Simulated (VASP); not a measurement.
## From VASP inputs to Ansatz: BP (strained zincblende)

INCAR

```
EDIFF = 1E-7
ISIF = 2
NBANDS = 11
ENCUT = 520
PREC = Accurate
IBRION = -1
NELM = 120
SIGMA = 0.01
LCHARG = .FALSE.
LWAVE = .FALSE.
LREAL = .FALSE.
LASPH = .TRUE.
NSW = 0
METAGGA = R2SCAN
ISMEAR = 0
ALGO = Normal
```

KPOINTS

```
KPOINTS created by Atomic Simulation Environment
0
Gamma
10 10 10
0 0 0
```

KPOINTS_OPT

```
special points
7
Reciprocal
0.0000000000 0.0000000000 0.0000000000 1
-0.5000000000 -0.5000000000 0.0000000000 1
-0.3750000000 -0.3750000000 0.2500000000 1
-0.3750000000 0.0000000000 0.3750000000 1
0.0000000000 0.0000000000 0.5000000000 1
-0.5000000000 -0.2500000000 0.2500000000 1
0.0000000000 0.4000000000 0.4000000000 1
```

POSCAR

```
B  P
 1.0000000000000000
     0.0000000000000000    2.2118346121000001    2.2683156724000000
     2.2118346121000001    0.0000000000000000    2.2683156724000000
     2.2118346121000001    2.2118346121000001    0.0000000000000000
 B   P
   1   1
Cartesian
  0.0000000000000000  0.0000000000000000  0.0000000000000000
  1.1059173060500000  1.1059173060500000  1.1341578362000000
```

VASP ran with the recommended PBE PAW datasets (8 valence electrons in the cell).

Task: Translate these files to an Ansatz input.

Result: 

```yaml
crystal:
  lattice:
    - [0.0, 2.2118346121, 2.2683156724]
    - [2.2118346121, 0.0, 2.2683156724]
    - [2.2118346121, 2.2118346121, 0.0]
  atoms:
    - { symbol: B, position: [0.0, 0.0, 0.0] }
    - { symbol: P, position: [0.25, 0.25, 0.25] }
kpoints:
  mp_grid: { grid: [10, 10, 10] }
  band_path:
    path:
      - [0.0, 0.0, 0.0]
      - [-0.5, -0.5, 0.0]
      - [-0.375, -0.375, 0.25]
      - [-0.375, 0.0, 0.375]
      - [0.0, 0.0, 0.5]
      - [-0.5, -0.25, 0.25]
      - [0.0, 0.4, 0.4]
    npoints: 1
hamiltonian:
  xc: r2scan
scf:
  occupations: { method: fixed }
  n_extra_bands: 4
output:
  forces: true
  stress: true
  eigenvalues: true
```

Other inputs would serve too.

```tsv
	VASP	Ansatz
gap between bands v and c	1.17 eV	1.14 eV
least direct gap	3.58 eV	3.54 eV
pressure	8.8 GPa	9.4 GPa
```

Each program uses its own PAW datasets. VASP's cell holds 8 valence electrons and Ansatz's 8. Ansatz's stress includes a Pulay correction; VASP's doesn't.
